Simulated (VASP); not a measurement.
Input and output of a VASP PBE single-point calculation on BaTiO$_{3}$ (strained cubic perovskite)

INCAR

```
ISIF = 2
LREAL = .FALSE.
ENCUT = 520
EDIFF = 1E-7
SIGMA = 0.02
LASPH = .TRUE.
LELF = .TRUE.
ISMEAR = -1
NELM = 120
IBRION = -1
NSW = 0
NBANDS = 28
LCHARG = .TRUE.
LWAVE = .FALSE.
GGA = PE
PREC = Accurate
```

KPOINTS

```
KPOINTS created by Atomic Simulation Environment
0
Gamma
6 6 6
0 0 0
```

KPOINTS_OPT

```
special points
4
Reciprocal
0.0000000000 0.0000000000 0.0000000000 1
0.0000000000 0.5000000000 0.0000000000 1
0.5000000000 0.5000000000 0.0000000000 1
0.5000000000 0.5000000000 0.5000000000 1
```

POSCAR

```
Ba Ti O
 1.0000000000000000
     4.1538603812000003    0.0000000000000000    0.0000000000000000
     0.0000000000000000    4.1538603812000003    0.0000000000000000
     0.0000000000000000    0.0000000000000000    4.1538603812000003
 Ba  Ti  O
   1   1   3
Cartesian
  0.0000000000000000  0.0000000000000000  0.0000000000000000
  2.0769301906000002  2.0769301906000002  2.0769301906000002
  2.0769301906000002  2.0769301906000002  0.0000000000000000
  2.0769301906000002  0.0000000000000000  2.0769301906000002
  0.0000000000000000  2.0769301906000002  2.0769301906000002
```

VASP ran with the recommended PBE PAW datasets (40 valence electrons in the cell).

Command

```
mpirun -np 1 vasp_std
```

OSZICAR

```
N       E                     dE             d eps       ncg     rms          rms(c)
DAV:   1     0.427018712218E+03    0.42702E+03   -0.20687E+04  1120   0.151E+03
DAV:   2    -0.778692438730E+01   -0.43481E+03   -0.41619E+03  1292   0.414E+02
DAV:   3    -0.491371824693E+02   -0.41350E+02   -0.41010E+02  1568   0.129E+02
DAV:   4    -0.511989787962E+02   -0.20618E+01   -0.20576E+01  1704   0.241E+01
DAV:   5    -0.512816089382E+02   -0.82630E-01   -0.82616E-01  1520   0.331E+00    0.211E+01
DAV:   6    -0.402934481398E+02    0.10988E+02   -0.63229E+01  1628   0.612E+01    0.108E+01
DAV:   7    -0.401091709080E+02    0.18428E+00   -0.13577E+01  1560   0.261E+01    0.606E+00
DAV:   8    -0.398923003802E+02    0.21687E+00   -0.57529E-01  1308   0.543E+00    0.415E+00
DAV:   9    -0.398541271204E+02    0.38173E-01   -0.12754E+00  1516   0.953E+00    0.303E+00
DAV:  10    -0.397561422924E+02    0.97985E-01   -0.42515E-01  1464   0.517E+00    0.579E-01
DAV:  11    -0.397584256894E+02   -0.22834E-02   -0.36070E-02  1300   0.121E+00    0.711E-01
DAV:  12    -0.397520841715E+02    0.63415E-02   -0.34308E-02  1404   0.157E+00    0.213E-01
DAV:  13    -0.397515553098E+02    0.52886E-03   -0.11557E-03  1344   0.298E-01    0.103E-01
DAV:  14    -0.397514048192E+02    0.15049E-03   -0.40139E-04  1572   0.138E-01    0.254E-02
DAV:  15    -0.397513989846E+02    0.58345E-05   -0.33211E-05  1432   0.386E-02    0.150E-02
DAV:  16    -0.397513985651E+02    0.41955E-06   -0.22159E-05  1548   0.373E-02    0.119E-02
DAV:  17    -0.397513970969E+02    0.14682E-05   -0.29325E-06  1452   0.134E-02    0.465E-03
DAV:  18    -0.397513969012E+02    0.19566E-06   -0.13914E-06  1368   0.605E-03    0.997E-04
DAV:  19    -0.397513968860E+02    0.15200E-07   -0.54889E-08   688   0.171E-03
   1 F= -.39751397E+02 E0= -.39751397E+02  d E =-.264574E-12
       N       E                     dE             ncg
DAV:   1     0.103096304653E+04   -0.39266E+04      224
DAV:   2    -0.482784580539E+03   -0.15137E+04      232
DAV:   3    -0.679411347488E+03   -0.19663E+03      368
DAV:   4    -0.688812347626E+03   -0.94010E+01      280
DAV:   5    -0.689278480337E+03   -0.46613E+00      312
DAV:   6    -0.689282378696E+03   -0.38984E-02      284
DAV:   7    -0.689282446917E+03   -0.68220E-04      312
DAV:   8    -0.689282447637E+03   -0.72074E-06      272
DAV:   9    -0.689282447648E+03   -0.10717E-07      172
```

From OUTCAR

```
k-points           NKPTS =     20   k-points in BZ     NKDIM =     20   number of bands    NBANDS=     28

   NELECT =      40.0000    total number of electrons

   dimension x,y,z NGX =    32 NGY =   32 NGZ =   32
   dimension x,y,z NGXF=    64 NGYF=   64 NGZF=   64

  energy-cutoff  :      520.00
  volume of cell :       71.67
      direct lattice vectors                 reciprocal lattice vectors
     4.153860381  0.000000000  0.000000000     0.240739916  0.000000000  0.000000000
     0.000000000  4.153860381  0.000000000     0.000000000  0.240739916  0.000000000
     0.000000000  0.000000000  4.153860381     0.000000000  0.000000000  0.240739916

 k-points in reciprocal lattice and weights: KPOINTS created by Atomic Simulation Env
   0.00000000  0.00000000  0.00000000       0.005
   0.16666667  0.00000000  0.00000000       0.028
   0.33333333  0.00000000  0.00000000       0.028
   0.50000000  0.00000000  0.00000000       0.014
   0.16666667  0.16666667  0.00000000       0.056
   0.33333333  0.16666667  0.00000000       0.111
   0.50000000  0.16666667  0.00000000       0.056
   0.33333333  0.33333333  0.00000000       0.056
   ...

 E-fermi :   3.5240

 k-point     1 :       0.0000    0.0000    0.0000
  band No.  band energies     occupation
      1     -54.0677      2.00000
      2     -30.2282      2.00000
      3     -30.2282      2.00000
      4     -30.2282      2.00000
      5     -22.0982      2.00000
      6     -13.6045      2.00000
      7     -12.9397      2.00000
      8     -12.9397      2.00000
      9      -7.2421      2.00000
     10      -7.2421      2.00000
     11      -7.2421      2.00000
     12       0.7070      2.00000
     13       0.7070      2.00000
     14       0.7070      2.00000
     15       2.0895      2.00000
     16       2.0895      2.00000
     17       2.0895      2.00000
     18       2.7881      2.00000
     19       2.7881      2.00000
     20       2.7881      2.00000
     21       4.5352      0.00000
     22       4.5352      0.00000
     23       4.5352      0.00000
     24       6.2036      0.00000
     25       6.2036      0.00000
     26       7.9400      0.00000
     27       7.9400      0.00000
     28       9.2560      0.00000

 k-point     2 :       0.1667    0.0000    0.0000
  band No.  band energies     occupation
      1     -54.0675      2.00000
      2     -30.2355      2.00000
      3     -30.2279      2.00000
      4     -30.2279      2.00000
      5     -22.0823      2.00000
      6     -13.5988      2.00000
      7     -12.9335      2.00000
      8     -12.9329      2.00000
      9      -7.2152      2.00000
     10      -7.2152      2.00000
     11      -7.1801      2.00000
     12       0.3495      2.00000
     13       0.6649      2.00000
     14       0.6649      2.00000
     15       1.8292      2.00000
     16       1.8292      2.00000
     17       1.8952      2.00000
     18       2.2256      2.00000
     19       2.6328      2.00000
     20       2.6328      2.00000
     21       4.5634      0.00000
     22       4.9702      0.00000
     23       4.9702      0.00000
     24       6.2050      0.00000
     25       6.8077      0.00000
     26       8.3637      0.00000
     27       8.3966      0.00000
     28       9.8783      0.00000

 k-point     3 :       0.3333    0.0000    0.0000
  band No.  band energies     occupation
      1     -54.0673      2.00000
      2     -30.2501      2.00000
      3     -30.2274      2.00000
      4     -30.2274      2.00000
      5     -22.0502      2.00000
      6     -13.6384      2.00000
      7     -12.9209      2.00000
      8     -12.8583      2.00000
      9      -7.1601      2.00000
     10      -7.1601      2.00000
     11      -7.0588      2.00000
     12      -0.3417      2.00000
     13       0.5429      2.00000
     14       0.5429      2.00000
     15       1.4602      2.00000
     16       1.4602      2.00000
     17       1.4801      2.00000
     18       1.5557      2.00000
     19       2.4114      2.00000
     20       2.4114      2.00000
     21       4.6214      0.00000
     22       5.6631      0.00000
     23       5.6631      0.00000
     24       6.2074      0.00000
     25       7.6265      0.00000
     26       9.2211      0.00000
     27       9.4162      0.00000
     28      10.8080      0.00000

 k-point     4 :       0.5000    0.0000    0.0000
  band No.  band energies     occupation
      1     -54.0672      2.00000
      2     -30.2574      2.00000
      3     -30.2271      2.00000
      4     -30.2271      2.00000
      5     -22.0340      2.00000
      6     -13.6770      2.00000
      7     -12.9147      2.00000
      8     -12.7967      2.00000
      9      -7.1319      2.00000
     10      -7.1319      2.00000
     11      -6.9993      2.00000
     12      -0.6735      2.00000
     13       0.4597      2.00000
     14       0.4597      2.00000
     15       1.1966      2.00000
     16       1.3335      2.00000
     17       1.3335      2.00000
     18       1.4043      2.00000
     19       2.3178      2.00000
     20       2.3178      2.00000
     21       4.6511      0.00000
     22       5.9694      0.00000
     23       5.9694      0.00000
     24       6.2086      0.00000
     25       7.9408      0.00000
     26       9.6704      0.00000
     27      10.0094      0.00000
     28      10.7528      0.00000

 k-point     5 :       0.1667    0.1667    0.0000
  band No.  band energies     occupation
      1     -54.0674      2.00000
      2     -30.2353      2.00000
      3     -30.2351      2.00000
      4     -30.2276      2.00000
      5     -22.0676      2.00000
      6     -13.5698      2.00000
      7     -12.9422      2.00000
      8     -12.9212      2.00000
      9      -7.2538      2.00000
     10      -7.1875      2.00000
     11      -7.1045      2.00000
     12       0.1667      2.00000
     13       0.4677      2.00000
     14       0.6446      2.00000
     15       1.2875      2.00000
     16       1.6111      2.00000
     17       1.9554      2.00000
     18       2.1051      2.00000
     19       2.4260      2.00000
     20       2.4975      2.00000
     21       4.9391      0.00000
     22       5.0318      0.00000
     23       5.1940      0.00000
     24       6.4933      0.00000
     25       7.1624      0.00000
     26       8.7099      0.00000
     27       8.8491      0.00000
     28      10.2118      0.00000

 k-point     6 :       0.3333    0.1667    0.0000
  band No.  band energies     occupation
      1     -54.0672      2.00000
      2     -30.2498      2.00000
      3     -30.2346      2.00000
      4     -30.2271      2.00000
      5     -22.0378      2.00000
      6     -13.5613      2.00000
      7     -12.9207      2.00000
      8     -12.8788      2.00000
      9      -7.2254      2.00000
     10      -7.1306      2.00000
     11      -7.0630      2.00000
     12      -0.4033      2.00000
     13       0.2901      2.00000
     14       0.5653      2.00000
     15       0.6626      2.00000
     16       1.2769      2.00000
     17       1.6151      2.00000
     18       2.0527      2.00000
     19       2.1369      2.00000
     20       2.3490      2.00000
     21       5.0171      0.00000
     22       5.6687      0.00000
     23       5.7254      0.00000
     24       6.5771      0.00000
     25       7.9606      0.00000
     26       9.4578      0.00000
     27       9.8759      0.00000
     28      11.0446      0.00000

 k-point     7 :       0.5000    0.1667    0.0000
  band No.  band energies     occupation
      1     -54.0670      2.00000
      2     -30.2571      2.00000
      3     -30.2343      2.00000
      4     -30.2269      2.00000
      5     -22.0227      2.00000
      6     -13.5801      2.00000
      7     -12.9062      2.00000
      8     -12.8334      2.00000
      9      -7.1781      2.00000
     10      -7.1013      2.00000
     11      -7.0773      2.00000
     12      -0.7140      2.00000
     13       0.2848      2.00000
     14       0.3499      2.00000
     15       0.4966      2.00000
     16       1.1648      2.00000
     17       1.5378      2.00000
     18       2.0167      2.00000
     19       2.0334      2.00000
     20       2.2134      2.00000
     21       5.0379      0.00000
     22       5.9693      0.00000
     23       6.0094      0.00000
     24       6.5836      0.00000
     25       8.2854      0.00000
     26       9.9037      0.00000
     27      10.4713      0.00000
     28      11.0802      0.00000

 ...

  Total       -5.2284763     -5.2284763     -5.2284763     -0.0000000      0.0000000     -0.0000000
  in kB     -116.8772657   -116.8772657   -116.8772657     -0.0000000      0.0000000     -0.0000000
  external PRESSURE =    -116.8772657 kB  Pullay stress =       0.0000000 kB

 POSITION                                       TOTAL-FORCE (eV/Angst)
 -----------------------------------------------------------------------------------
      0.00000      0.00000      0.00000         0.000000      0.000000      0.000000
      2.07693      2.07693      2.07693         0.000000      0.000000      0.000000
      2.07693      2.07693      0.00000         0.000000      0.000000      0.000000
      2.07693      0.00000      2.07693         0.000000      0.000000      0.000000
      0.00000      2.07693      2.07693         0.000000      0.000000      0.000000
 -----------------------------------------------------------------------------------
    total drift:                                0.000000     -0.000000     -0.000000

  FREE ENERGIE OF THE ION-ELECTRON SYSTEM (eV)
  ---------------------------------------------------
  free  energy   TOTEN  =       -39.7513968860 eV

  energy  without entropy=      -39.7513968860  energy(sigma->0) =      -39.75139689
```

- gap between bands v and c: 1.52 eV
- least direct gap: 1.75 eV
- pressure: -11.7 GPa

Band v is the last that the valence electrons fill when counted band by band, and c is the next.

The run took about 38 s on one core of a shared host (Intel Xeon Platinum 8488C) and held 0.21 GiB at most.
